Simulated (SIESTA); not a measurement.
**P: equation of state with PBEsol**

The system is P.

```xyz
4
Lattice="1.6477 -5.4650 0.0000 1.6477 5.4650 0.0000 0.0000 0.0000 4.5436" Properties=species:S:1:pos:R:3 pbc="T T T"
P     1.6477   -4.4173    2.6754
P     1.6477    4.4173    1.8683
P     1.6477   -1.0477    0.4035
P     1.6477    1.0477    4.1401
```

* Program: SIESTA 5.4.2
* Task: equation of state
* Functional: PBEsol
* Potentials or basis: PseudoDojo 0.4 standard (PBEsol files)
* Basis: DZP (energy shift 0.003 Ry)
* Grid cutoff: 500 Ry
* Energy shift: 0.003 Ry
* k mesh: 8 × 8 × 6
* Occupations: fermi-dirac, width 0.05 eV
* Spin: no spin polarisation

```json
{
  "Equilibrium volume": "20.69 Å³/atom",
  "Bulk modulus at fixed shape and positions": "73 GPa",
  "Pressure derivative of the bulk modulus": "4.4"
}
```

Energy against volume, from the lowest point:
```csv
volume (Å³/atom),energy (meV/atom)
19.230,26.71
19.639,13.19
20.049,4.56
20.458,0.31
20.867,0.00
21.276,3.23
21.685,9.66
```

All runs of the series together: 9.5 min on 1 thread of Arm Neoverse V1 (shared host).

Caveat: the cell was scaled at fixed shape and fractional positions, which overstates the stiffness of a crystal with free parameters, most of all of layers and chains; the basis of atomic orbitals isn't converged, which shifts pressures, moduli and gaps.
